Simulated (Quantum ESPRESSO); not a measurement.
The system is PtSe2 (Sudovikovite).

```xyz
3
Lattice="3.7240 0.0000 0.0000 -1.8620 3.2251 0.0000 0.0000 0.0000 5.0620" Properties=species:S:1:pos:R:3 pbc="T T T"
Pt    0.0000    0.0000    0.0000
Se    1.8620    1.0750    3.7965
Se    0.0000    2.1501    1.2655
```

```yaml
Program: Quantum ESPRESSO 7.5
Task: phonons
Functional: PBE
Potentials_or_basis: SSSP 1.3 efficiency PBE
Cutoff: 748 eV
Density_cutoff: 5987 eV
k_mesh: 8 × 8 × 4, shifted
Occupations: fermi-dirac, width 0.05 eV
Spin: no spin polarisation
Mixing_beta: 0.5
Most_SCF_iterations: 120
SCF_threshold: 6e-10 Ry
```

The cell and the atoms were relaxed first, to 24.47 Å³/atom (a = 3.756 Å, b = 3.756 Å, c = 6.007 Å, α = 90.00°, β = 90.00°, γ = 120.00°), and the response was taken there.

```yaml
crystal:
  lattice:
    - [3.75640, 0.00000, 0.00000]
    - [-1.87820, 3.25314, 0.00000]
    - [0.00000, 0.00000, 6.00692]
  atoms:
    - { symbol: Pt, position: [0.00000, 0.00000, 0.00000] }
    - { symbol: Se, position: [0.66667, 0.33333, 0.78321] }
    - { symbol: Se, position: [0.33333, 0.66667, 0.21679] }
```

The first run showed a gap, so the response started from a second, tighter run with fixed occupations.

Which optical modes does the crystal have at the zone centre, and which show in infrared and Raman spectra?

The optical modes are Eg + A1g + Eu + A2u. Infrared active: Eu + A2u. Raman active: Eg + A1g.

Optical modes at Γ, degenerate ones joined, polar ones without the macroscopic field:
```csv
cm⁻¹,components,symmetry,active in,"IR intensity, summed ((D/Å)²/amu)"
169,2,Eg,Raman,0.00
195,1,A1g,Raman,0.00
211,2,Eu,IR,3.29
222,1,A2u,IR,0.01
```

Caveat: the volume moved by over 15 % at a fixed basis, so the end points are rough; the layers were relaxed without a dispersion term, so their spacing and the soft interlayer modes are unreliable; the shifted mesh misses Γ, where the gap is smaller or closed, so treating the crystal as an insulator may be wrong and the dielectric response too small; this functional lacks dispersion, which binds the layers, so the pressure and a relaxed spacing across them are unreliable, and here the layers came unbound.
